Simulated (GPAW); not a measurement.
The system is Pb.

```
CELL_PARAMETERS angstrom
-1.97966 1.97966 1.97966
1.97966 -1.97966 1.97966
1.97966 1.97966 -1.97966
ATOMIC_POSITIONS crystal
Pb 0.00000 0.00000 0.00000
```

This isn't the form of Pb at room conditions, which is fcc.

Base run:

- Program: GPAW 26.7.0
- Functional: RPBE
- Potentials or basis: the program's PAW data sets (release 1.2.1) made for this functional
- Cutoff: 600 eV
- Basis: pw
- k mesh: 9 × 9 × 9
- Occupations: gaussian, width 0.02 eV
- Spin: no spin polarisation

Its results: band gap on the k mesh none (metal or under the smearing width); pressure 2.0 GPa.

Question: The run is repeated on the same cell with these changes: functional from RPBE to LDA; occupations from gaussian, width 0.02 eV to gaussian, width 0.1 eV. What comes out?

Answer: Band gap on the k mesh none (metal or under the smearing width); pressure -3.7 GPa.
